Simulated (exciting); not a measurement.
**Ru: density of states with RPBE+TS**

The system is Ru.

```
Ru
1.0
     2.70580    0.00000    0.00000
    -1.35290    2.34329    0.00000
     0.00000    0.00000    4.28190
Ru
2
Direct
  0.66667 0.33333 0.75000
  0.33333 0.66667 0.25000
```

```
Program                                  : exciting (release sodium)
Task                                     : density of states
Functional                               : RPBE
Dispersion                               : TS
Potentials or basis                      : all-electron LAPW+lo, shipped species files, valence relativity iora*
rgkmax                                   : 8
k mesh                                   : 11 × 11 × 6
Occupations                              : gaussian, width 0.05 eV
Spin                                     : spin-orbit coupling, no magnetisation
outputlevel                              : normal
DOS window about the Fermi level (Ha)    : [-0.6, 0.5] Ha
gmaxvr (cutoff of density and potential) : 14 1/bohr
lmaxapw (and lmaxmat)                    : 10
lmaxvr                                   : 8
nempty                                   : 54
Valence relativity                       : iora*
epsengy                                  : 1e-05 Ha
epspot                                   : 1e-05 Ha
maxscl                                   : 60
Muffin-tin radii                         : Ru 2.3 bohr
```

The band gap on the k mesh is none (metal or under the smearing width) and the all electrons inside the program's atomic spheres are Ru 42.06 (radii Ru 2.3 bohr). The dispersion energy per atom is -1.018 eV.

Levels at points of the mesh, in eV from the Fermi level:
| k point | band 29 | band 30 | band 31 | band 32 | band 33 | band 34 | band 35 | band 36 |
| --- | --- | --- | --- | --- | --- | --- | --- | --- |
| (0.00, 0.00, 0.00) | -1.73 | -1.73 | -1.38 | -1.38 | -1.24 | -1.24 | 1.15 | 1.15 |
| (0.00, 0.00, 0.50) | -2.57 | -2.57 | -2.57 | -2.57 | 0.56 | 0.56 | 0.56 | 0.57 |

States per cell in windows of 0.5 eV (zero at the Fermi level; states under -8 eV left out):
| from (eV) | total | Ru2 d | Ru1 d | Ru1 p | Ru2 p | Ru2 s | Ru1 s |
| --- | --- | --- | --- | --- | --- | --- | --- |
| -8.0 | 0.02 | 0.00 | 0.00 | 0.00 | 0.00 | 0.00 | 0.00 |
| -7.5 | 0.05 | 0.00 | 0.00 | 0.00 | 0.00 | 0.01 | 0.01 |
| -7.0 | 0.07 | 0.00 | 0.00 | 0.00 | 0.00 | 0.01 | 0.01 |
| -6.5 | 0.27 | 0.05 | 0.05 | 0.00 | 0.00 | 0.03 | 0.03 |
| -6.0 | 1.28 | 0.34 | 0.34 | 0.01 | 0.01 | 0.07 | 0.07 |
| -5.5 | 1.47 | 0.43 | 0.43 | 0.02 | 0.02 | 0.05 | 0.05 |
| -5.0 | 1.03 | 0.32 | 0.32 | 0.02 | 0.02 | 0.03 | 0.03 |
| -4.5 | 1.45 | 0.48 | 0.48 | 0.03 | 0.03 | 0.02 | 0.02 |
| -4.0 | 1.36 | 0.46 | 0.46 | 0.03 | 0.03 | 0.01 | 0.01 |
| -3.5 | 0.90 | 0.32 | 0.32 | 0.02 | 0.02 | 0.01 | 0.01 |
| -3.0 | 1.77 | 0.66 | 0.66 | 0.03 | 0.03 | 0.01 | 0.01 |
| -2.5 | 1.42 | 0.54 | 0.54 | 0.02 | 0.02 | 0.01 | 0.01 |
| -2.0 | 1.56 | 0.58 | 0.58 | 0.04 | 0.04 | 0.01 | 0.01 |
| -1.5 | 1.47 | 0.57 | 0.57 | 0.03 | 0.03 | 0.01 | 0.01 |
| -1.0 | 0.80 | 0.31 | 0.31 | 0.02 | 0.02 | 0.00 | 0.00 |
| -0.5 | 0.93 | 0.37 | 0.37 | 0.02 | 0.02 | 0.00 | 0.00 |
| 0.0 | 0.89 | 0.38 | 0.38 | 0.01 | 0.01 | 0.00 | 0.00 |
| 0.5 | 0.85 | 0.38 | 0.38 | 0.01 | 0.01 | 0.00 | 0.00 |
| 1.0 | 1.70 | 0.77 | 0.77 | 0.01 | 0.01 | 0.00 | 0.00 |
| 1.5 | 1.67 | 0.77 | 0.77 | 0.01 | 0.01 | 0.01 | 0.01 |
| 2.0 | 0.25 | 0.09 | 0.09 | 0.01 | 0.01 | 0.01 | 0.01 |
| 2.5 | 0.28 | 0.09 | 0.09 | 0.01 | 0.01 | 0.01 | 0.01 |
| 3.0 | 0.27 | 0.08 | 0.08 | 0.02 | 0.02 | 0.01 | 0.01 |
| 3.5 | 0.23 | 0.06 | 0.06 | 0.02 | 0.02 | 0.01 | 0.01 |
| 4.0 | 0.25 | 0.06 | 0.06 | 0.02 | 0.02 | 0.01 | 0.01 |
| 4.5 | 0.24 | 0.06 | 0.06 | 0.02 | 0.02 | 0.01 | 0.01 |
| 5.0 | 0.19 | 0.04 | 0.04 | 0.02 | 0.02 | 0.01 | 0.01 |
| 5.5 | 0.21 | 0.04 | 0.04 | 0.02 | 0.02 | 0.01 | 0.01 |
| 6.0 | 0.22 | 0.04 | 0.04 | 0.02 | 0.02 | 0.01 | 0.01 |
| 6.5 | 0.20 | 0.04 | 0.04 | 0.02 | 0.02 | 0.01 | 0.01 |
| 7.0 | 0.25 | 0.04 | 0.04 | 0.03 | 0.03 | 0.01 | 0.01 |
| 7.5 | 0.20 | 0.03 | 0.03 | 0.02 | 0.02 | 0.01 | 0.01 |

It took 11 min on 1 thread of Arm Neoverse V2 (shared host), peak memory 0.15 GiB.

Caveat: total energies with spin-orbit coupling aren't reliable in this program, so none is listed and the log's shouldn't be used; the dispersion energy is computed afterwards and isn't part of the total energy.
